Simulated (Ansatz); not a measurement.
SnSe2 built on the CdCl2 prototype, relaxed with r2SCAN+rVV10: it is trigonal, R-3m (No. 166); conventional cell a = 3.825 Å, c = 19.005 Å, 26.75 Å³ an atom. Around Sn lie 6 Se at 2.71 Å; around Se lie 3 Sn at 2.71 Å. One-shot G0W0@PBE in the PAW code Ansatz on a 6×6×6 mesh (contour deformation, no spin-orbit coupling), from a PBE gap of 0.308 eV over the mesh points (the G0W0 gap is indirect on the mesh); the number N of bands summed and the screening cutoff rise together. These are computed values for a spin-unpolarised cell that may be hypothetical; none is a measurement.

```tsv
N	cutoff (eV)	1000/N	G0W0 gap (eV)
205	100	4.878	0.892
463	180	2.160	0.917
```

**Lay a straight line in 1000/N through these rows.** The slope is -0.0092 eV per unit of 1000/N and the intercept 0.937 eV.

**Predict the gap at N = 876 (260 eV).** 0.937 + (-0.0092) × 1.142 = 0.926 eV; the run gives 0.927 eV, +0.001 eV from the line.

**With that run's result added, what limit do the last two rows suggest?** Their slope is (0.927 − 0.917)/(1.142 − 2.160) = -0.0098, which meets 1/N = 0 at 0.94 eV, against 0.937 eV from the first line. The two lines nearly agree; the k mesh isn't extrapolated.

No spin-orbit coupling is included; it can move band edges with weight on the heavy atoms by tenths of an eV.
